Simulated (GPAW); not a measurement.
## How the form of the self-energy moves the gap of KBr (Fm-3m)

Aim: compare treatments of exchange, screening and correlation for the gap of KBr (Fm-3m).

Main program and level: GPAW 26.7.0; PBE and many-body steps on it, plane waves.

### Step 1. The structure

It takes space group Fm-3m (No. 225, cubic). Conventional cell: a = 6.600 Å, b = 6.600 Å, c = 6.600 Å, α = 90.00°, β = 90.00°, γ = 90.00°. Nearest to K lie 6 Br at 3.30 Å. Nearest to Br lie 6 K at 3.30 Å. Farther neighbours and most contacts between anions are not listed.

As a file:

```
K Br
1.0
     0.00000    3.30000    3.30000
     3.30000    0.00000    3.30000
     3.30000    3.30000    0.00000
K Br
1 1
Direct
  0.00000 0.00000 0.00000
  0.50000 0.50000 0.50000
```

The cell and positions come from the Crystallography Open Database and are kept as given unless a step says otherwise.

### Step 2. Empty states on the mesh, 4×4×4 mesh, 1078 bands

This step: GPAW 26.7.0; DFT, PBE, plane waves, PAW.

The sums over transitions need many empty states on a uniform mesh; this step solves for them.

Contents of run.py:

```python
import json
import numpy as np
from gpaw.mpi import world
from gpaw import GPAW

calc = GPAW('gs.gpw').fixed_density(kpts={'size': (4, 4, 4), 'gamma': True},
    parallel={'domain': 1, 'band': 1},
    txt='nscf.txt')
calc.diagonalize_full_hamiltonian(nbands=1078)
calc.write('full.gpw', mode='all')
res = {}
kpts = calc.get_ibz_k_points()
res['kpts'] = kpts
res['eigenvalues'] = [calc.get_eigenvalues(kpt=k) for k in range(len(kpts))]
res['n_electrons'] = calc.get_number_of_electrons()

if world.rank == 0:
    with open('result.json', 'w') as f:
        json.dump(res, f, default=lambda x: x.tolist())
```

Launch:

```sh
> mpirun -n 8 gpaw python run.py
```

Numbers of over 12 decimals in the logs are rounded to 6 here.

The log of the run:

```text
Diagonalizing LCAO Hamiltonian
Converting LCAO to pw mode
convergence criteria:
- Maximum integral of absolute [eigenst]ate change: 4e-08 eV^2 / valence electron
maximum number of iterations: 100

SCF iterations
|iter     |     time |      energy | eigst |  dens |
|iter:   1|  |             | +1.58 |       |
|iter:   2|  |             | +0.62 |       |
|iter:   3|  |             | -0.11 |       |
[...]
|iter:  29|  |             | -7.14 |       |
|iter:  30|  |             | -7.26 |       |
|iter:  31|  |             | -7.43c|       |
SCF steps: 31
  __  _  _
 | _ |_)|_||  |
 |__||  | ||/\| - 26.7.0

Input parameters:
  mode=PW(ecut=450.000000),
  convergence={'density': 1e-06, 'bands': -3},
  gpts=array([24, 24, 24]),
  kpts=MonkhorstPack(size=(4, 4, 4), gamma=True),
  maxiter=100,
  nbands=15,
  occupations=Occupations(name='fermi-dirac', width=0.001, fixmagmom=False),
  parallel={'domain': 1, 'band': 1},
  xc=XC(name='PBE')
Matrix size: 1471x1471
# Writing to full.gpw (mode='all')
  [... matrices ...]

timing:  # [seconds]
  Total: 11.430  # ━━━━━━━━━━━━━━━━━━━━━━━━━━━━━━━━━━━━━━━━━━━━━━━━━━━━━━━━━━
```

The job ended after 18 s (8 MPI ranks of Arm Neoverse V1, shared host; peak memory 2.6 GiB).

Numbers from this step:

| Item | Value |
| --- | --- |
| gap | 4.442 eV |
| k of the valence top | 0, 0, 0 |
| k of the conduction bottom | 0, 0, 0 |
| least direct gap | 4.442 eV |
| k points computed | 8 |
| lowest point of the top converged band, above the valence top | 345.7692 eV |

On this mesh the gap is 4.442 eV.

### Step 3. G0W0, Godby-Needs plasmon pole

Now the one-shot GW correction: screening in the RPA, then the self-energy of the levels asked for.

This step: G0W0 on PBE, plane waves, PAW.

Contents of run.py:

```python
import json
import numpy as np
from gpaw.mpi import world
from gpaw.response.g0w0 import G0W0

gw = G0W0('full.gpw',
    filename='gw',
    kpts=[0],
    bands=(6, 10),
    ecut=210,
    nbands=496,
    integrate_gamma='WS',
    ppa=True)
gw.calculate()
res = {mode: {k: v for k, v in r.items() if k != 'sigma_eskwn'}
       for mode, r in gw.all_results.items()}

if world.rank == 0:
    with open('result.json', 'w') as f:
        json.dump(res, f, default=lambda x: x.tolist())
```

Launch:

```sh
> mpirun -n 8 gpaw python run.py
```

The log of the run:

```text
Using integrator: PointIntegrator
FrequencyGridDescriptor(from 0.000+0.000j to 0.000+27.211j eV, 2 points)
Nonperiodic BCs:  [False False False]
Using integrator: PointIntegrator
FrequencyGridDescriptor(from 0.000+0.000j to 0.000+27.211j eV, 2 points)
Nonperiodic BCs:  [False False False]
  ___  _ _ _
 |   || | | |
 | | || | | |
 |__ ||_____|
 |___|

BZ k-points: Symmetries present (total): 48

  [... matrices ...]
64 k-points: 4 x 4 x 4 Monkhorst-Pack grid + [1/8,1/8,1/8]
8 k-points in the irreducible part of the Brillouin zone
       k-points in crystal coordinates                weights
   0:     0.00000000    0.00000000    0.00000000          1/64
   1:     0.25000000    0.25000000    0.00000000          6/64
   2:     0.25000000    0.25000000    0.25000000          8/64
   3:     0.50000000    0.25000000   -0.25000000          6/64
   4:     0.50000000    0.25000000    0.25000000         12/64
   5:     0.50000000    0.50000000    0.00000000          3/64
   6:     0.50000000    0.50000000    0.25000000         24/64
   7:     0.50000000    0.50000000    0.50000000          4/64

Distributing spins, k-points and bands (1 x 1 x 4) over 8 processes
Number of blocks: 1

Quasi particle states:
k-points (IBZ indices): [0]
Band range: (6, 10)
  [... matrices ...]
Computational parameters:
Plane wave cut-off: 210 eV
Number of bands: 496
Coulomb cutoff: None
Broadening: 0.1 eV

fxc modes: GW
Kernel: RPA
Using Godby-Needs plasmon-pole approximation:
  Fitting energy: i*E0, E0 = 1.000 Hartree
Summing all q:

Calculating screened Coulomb potential
No Coulomb truncation
FrequencyGridDescriptor(from 0.000+0.000j to 0.000+27.211j eV, 2 points)
Removing empty qpoint cache files...

Calculating chi0 body with:
    Ground state adapter containing:
    Number of spins: 1
    Number of kpoints: 64
    Number of irreducible kpoints: 8
    Number of completely occupied states: 8
    Number of partially occupied states: 8
    Occupied states memory: 1.6875 M / cpu

    Linear response parametrization:
    q_c: [0.0, 0.0, 0.0]
    Number of frequency points: 2
    Planewave cutoff: 210.0
    Number of bands: 496
    Number of planewaves: 531
    Broadening (eta): 1e-06
    comm.size: 8
    kncomm.size: 8
    blockcomm.size: 1

    Memory estimate of potentially large arrays:
        chi0_wGG: 8.604767 M / cpu
Integrating chi0 body.

Symmetries of q_c:
    Direct symmetries (Uq -> q): 48
    Indirect symmetries (TUq -> q): 0
In total 48 allowed symmetries.

  [... matrices ...]
8 groups of equivalent kpoints. 87.5% reduction.

Integral kind: response function
Integrating chi0 head and wings.

Symmetries of q_c:
    Direct symmetries (Uq -> q): 48
    Indirect symmetries (TUq -> q): 0
In total 48 allowed symmetries.

  [... matrices ...]
8 groups of equivalent kpoints. 87.5% reduction.

Integral kind: response function wings

Calculating chi0 body with:
    Ground state adapter containing:
    Number of spins: 1
    Number of kpoints: 64
    Number of irreducible kpoints: 8
    Number of completely occupied states: 8
    Number of partially occupied states: 8
    Occupied states memory: 1.6875 M / cpu

    Linear response parametrization:
[... the further q-points ...]

Results:
f:      Occupation numbers
eps:     KS-eigenvalues [eV]
vxc:     KS vxc [eV]
exx:     Exact exchange [eV]
sigma:   Self-energies [eV]
dsigma:  Self-energy derivatives
Z:       Renormalization factors
qp:      QP-energies [eV]

k-point 0 (0): (0.000, 0.000, 0.000)                GW
band       f     eps     vxc     exx   sigma  dsigma       Z      qp
                                                                   GW
   6   1.000  -0.198 -15.562 -19.429   1.349  -0.215   0.823  -2.269
   7   1.000  -0.198 -15.562 -19.429   1.349  -0.215   0.823  -2.269
   8   0.000   4.244  -7.850  -4.294  -2.947  -0.147   0.872   4.775
   9   0.000   7.404  -8.823  -4.131  -3.155  -0.152   0.868   8.739
```

Elapsed: 8.6 min, on 8 MPI ranks; peak memory 3.5 GiB; 58 min of CPU time.

This step gave:

```yaml
g0w0_gap_on_the_points_computed: 7.044 eV
least_direct_g0w0_gap_on_the_computed_points: 7.044 eV
z_at_the_valence_top: 0.8231
z_at_the_conduction_bottom: 0.8721
starting_gap_on_the_mesh: 4.442 eV
k_of_the_valence_top: 0, 0, 0
k_of_the_conduction_bottom: 0, 0, 0
```

The gap on the mesh goes from 4.44 eV to 7.04 eV, a correction of +2.60 eV.

### Step 4. One-shot HSE06

This step: one-shot HSE06 levels on PBE orbitals, plane waves, PAW.

Contents of run.py:

```python
import json
import numpy as np
from gpaw.mpi import world
from gpaw.hybrids.eigenvalues import non_self_consistent_eigenvalues

dft, vxc, vxc_hyb = non_self_consistent_eigenvalues('full.gpw', 'HSE06', 6, 10, kpt_indices=[0])
res = {'dft': dft[0], 'hybrid': (dft - vxc + vxc_hyb)[0]}
if world.rank == 0:
    with open('hybrid.txt', 'w') as f:
        for k, e0, e1 in zip([0], res['dft'], res['hybrid']):
            print(k, ' '.join(f'{x:9.4f}' for x in e0), '|', ' '.join(f'{x:9.4f}' for x in e1), file=f)

if world.rank == 0:
    with open('result.json', 'w') as f:
        json.dump(res, f, default=lambda x: x.tolist())
```

Launch:

```sh
> mpirun -n 8 gpaw python run.py
```

The log of the run:

```text
IBZ(<points: 8, symmetries: 48>)
Occupied bands: 8
Transforming wave functions from IBZ to BZ: 0.058 seconds
Distributing wave functions and iFFT-ing to real space: 0.234 seconds
Calculating eigenvalues:
  k-points: 1
  Bands: 6-9 (inclusive)
  Seconds: 0.730 (wave-function broadcasting: 0.028 seconds)
HSE06-eigenvalue shifts:
  min: -0.876 eV
  ave: -0.264 eV
  max: 0.479 eV
```

Wall time 12 s (8 MPI ranks); peak memory 1.5 GiB.

Numbers from this step:

| Item | Value |
| --- | --- |
| starting gap on the mesh | 4.442 eV |
| hybrid gap on the mesh | 5.532 eV |
| least direct hybrid gap on the computed points | 5.532 eV |

### Step 5. One-shot PBE0

This step: one-shot PBE0 levels on PBE orbitals, plane waves, PAW.

Changes to run.py since step 4:

```diff
@@ -5,3 +5,3 @@
 
-dft, vxc, vxc_hyb = non_self_consistent_eigenvalues('full.gpw', 'HSE06', 6, 10, kpt_indices=[0])
+dft, vxc, vxc_hyb = non_self_consistent_eigenvalues('full.gpw', 'PBE0', 6, 10, kpt_indices=[0])
 res = {'dft': dft[0], 'hybrid': (dft - vxc + vxc_hyb)[0]}
```

Launch:

```sh
> mpirun -n 8 gpaw python run.py
```

The log of the run:

```text
IBZ(<points: 8, symmetries: 48>)
Occupied bands: 8
Transforming wave functions from IBZ to BZ: 0.034 seconds
Distributing wave functions and iFFT-ing to real space: 0.092 seconds
Calculating eigenvalues:
  k-points: 1
  Bands: 6-9 (inclusive)
  Seconds: 0.311 (wave-function broadcasting: 0.004 seconds)
HSE06-eigenvalue shifts:
  min: -1.305 eV
  ave: -0.289 eV
  max: 0.875 eV
```

It took 5.3 s on 8 MPI ranks; peak memory 1.3 GiB.

This step gave:

```yaml
starting_gap_on_the_mesh: 4.442 eV
hybrid_gap_on_the_mesh: 6.326 eV
least_direct_hybrid_gap_on_the_computed_points: 6.326 eV
```

### Step 6. G0W0, full frequency, Hilbert transform

This step: G0W0 on PBE, plane waves, PAW.

Contents of run.py:

```python
import json
import numpy as np
from gpaw.mpi import world
from gpaw.response.g0w0 import G0W0

gw = G0W0('full.gpw',
    filename='gw',
    kpts=[0],
    bands=(6, 10),
    ecut=210,
    nbands=496,
    integrate_gamma='WS',
    frequencies={'type': 'nonlinear', 'domega0': 0.1, 'omega2': 15.0},
    eta=0.1,
    nblocksmax=True)
gw.calculate()
res = {mode: {k: v for k, v in r.items() if k != 'sigma_eskwn'}
       for mode, r in gw.all_results.items()}

if world.rank == 0:
    with open('result.json', 'w') as f:
        json.dump(res, f, default=lambda x: x.tolist())
```

Launch:

```sh
> mpirun -n 8 gpaw python run.py
```

The log of the run:

```text
Using integrator: PointIntegrator
NonLinearFrequencyDescriptor(from 0.000 to 236.245 eV, 315 points)
Nonperiodic BCs:  [False False False]
Using integrator: PointIntegrator
NonLinearFrequencyDescriptor(from 0.000 to 236.245 eV, 315 points)
Nonperiodic BCs:  [False False False]
  ___  _ _ _
 |   || | | |
 | | || | | |
 |__ ||_____|
 |___|

BZ k-points: Symmetries present (total): 48

  [... matrices ...]
64 k-points: 4 x 4 x 4 Monkhorst-Pack grid + [1/8,1/8,1/8]
8 k-points in the irreducible part of the Brillouin zone
       k-points in crystal coordinates                weights
   0:     0.00000000    0.00000000    0.00000000          1/64
   1:     0.25000000    0.25000000    0.00000000          6/64
   2:     0.25000000    0.25000000    0.25000000          8/64
[...]
6:     0.50000000    0.50000000    0.25000000         24/64
   7:     0.50000000    0.50000000    0.50000000          4/64

Distributing spins, k-points and bands (1 x 1 x 4) over 1 process
Number of blocks: 8

Quasi particle states:
k-points (IBZ indices): [0]
Band range: (6, 10)
  [... matrices ...]
Computational parameters:
Plane wave cut-off: 210 eV
Number of bands: 496
Coulomb cutoff: None
Broadening: 0.1 eV

fxc modes: GW
Kernel: RPA
Using full-frequency real axis integration
Summing all q:

Calculating screened Coulomb potential
No Coulomb truncation
NonLinearFrequencyDescriptor(from 0.000 to 236.245 eV, 315 points)
Removing empty qpoint cache files...

Calculating chi0 body with:
    Ground state adapter containing:
    Number of spins: 1
    Number of kpoints: 64
    Number of irreducible kpoints: 8
    Number of completely occupied states: 8
    Number of partially occupied states: 8
    Occupied states memory: 1.6875 M / cpu

    Linear response parametrization:
    q_c: [0.0, 0.0, 0.0]
    Number of frequency points: 315
    Planewave cutoff: 210.0
    Number of bands: 496
    Number of planewaves: 531
    Broadening (eta): 0.1
    comm.size: 8
    kncomm.size: 1
    blockcomm.size: 8

    Memory estimate of potentially large arrays:
        chi0_wGG: 169.406347 M / cpu
Integrating chi0 body.

Symmetries of q_c:
    Direct symmetries (Uq -> q): 48
    Indirect symmetries (TUq -> q): 0
In total 48 allowed symmetries.

  [... matrices ...]
8 groups of equivalent kpoints. 87.5% reduction.

Integral kind: spectral function
Integrating chi0 head and wings.

Symmetries of q_c:
    Direct symmetries (Uq -> q): 48
    Indirect symmetries (TUq -> q): 0
In total 48 allowed symmetries.

  [... matrices ...]
8 groups of equivalent kpoints. 87.5% reduction.

Integral kind: spectral function wings

Calculating chi0 body with:
    Ground state adapter containing:
    Number of spins: 1
    Number of kpoints: 64
    Number of irreducible kpoints: 8
    Number of completely occupied states: 8
    Number of partially occupied states: 8
    Occupied states memory: 1.6875 M / cpu

    Linear response parametrization:
[... the further q-points ...]

Results:
f:      Occupation numbers
eps:     KS-eigenvalues [eV]
vxc:     KS vxc [eV]
exx:     Exact exchange [eV]
sigma:   Self-energies [eV]
dsigma:  Self-energy derivatives
Z:       Renormalization factors
qp:      QP-energies [eV]

k-point 0 (0): (0.000, 0.000, 0.000)                GW
band       f     eps     vxc     exx   sigma  dsigma       Z      qp
                                                                   GW
   6   1.000  -0.198 -15.562 -19.429   1.266  -0.209   0.827  -2.348
   7   1.000  -0.198 -15.562 -19.429   1.266  -0.209   0.827  -2.348
   8   0.000   4.244  -7.850  -4.294  -2.932  -0.166   0.858   4.778
   9   0.000   7.404  -8.823  -4.131  -3.146  -0.180   0.847   8.714
```

It took 15 min on 8 MPI ranks; peak memory 8.9 GiB.

This step gave:

```
G0W0 gap on the points computed              : 7.126 eV
least direct G0W0 gap on the computed points : 7.126 eV
Z at the valence top                         : 0.8271
Z at the conduction bottom                   : 0.8577
starting gap on the mesh                     : 4.442 eV
k of the valence top                         : 0, 0, 0
k of the conduction bottom                   : 0, 0, 0
```

Against G0W0 in GPAW (4×4×4 mesh, 496 bands, screening to 210 eV, Godby-Needs plasmon pole), the gap moves by +0.082 eV.

### Step 7. Side by side

Times are wall times on 8 MPI ranks of Arm Neoverse V1, shared host, good to a factor of about two.

```tsv
run	mesh	bands	screening cutoff (eV)	DFT gap (eV)	gap on the mesh (eV)	direct (eV)	time
G0W0, Godby-Needs plasmon pole	4×4×4	496	210	4.442	7.044	7.044	8.6 min
one-shot HSE06	4×4×4	-	-	4.442	5.532	5.532	12 s
one-shot PBE0	4×4×4	-	-	4.442	6.326	6.326	5.3 s
G0W0, full frequency, Hilbert transform	4×4×4	496	210	4.442	7.126	7.126	15 min
```

### Step 8. Summary of results

```yaml
g0w0_godby_needs_plasmon_pole: 7.044 eV
one_shot_hse06: 5.532 eV
one_shot_pbe0: 6.326 eV
g0w0_full_frequency_hilbert_transform: 7.126 eV
known_limits: not at the basis limit; no spin-orbit coupling
```

**Reading.** One-shot HSE06: −1.512 eV against G0W0, Godby-Needs plasmon pole. One-shot PBE0: −0.718 eV against G0W0, Godby-Needs plasmon pole. G0W0, full frequency, Hilbert transform: +0.082 eV against G0W0, Godby-Needs plasmon pole. One-shot hybrid levels are evaluated on the PBE orbitals. Bands and cutoff are finite, so the gap is not at the basis limit. The miss can reach some tenths of an eV and take either sign; the mesh is an error of its own. These stock PAW sets were not made for GW; the filled d or f shell of Br lies in the frozen core, which bears on start and correction. In the G0W0 runs levels were corrected at 1 k point alone, so a gap called «on the mesh» is the least over those, and an edge elsewhere would be missed. The many-body steps are scalar-relativistic: spin-orbit coupling is not in them.

[Paths, hosts, dates, memory and timing lines, banners, echoed tables and standing remarks are left out of the program output.]

[Logs are printed without paths, hosts, clocks, repeated set-up lines and the standing remarks that a program may print on its own settings, such as how far it seeks lower states.]

[Runs of the session that timed out or met a known fault of the program may be left out.]

[Hosts, paths, dates, database ids (printed as entryN), source tags and the programs' standing remarks are cut or masked in the printed files.]
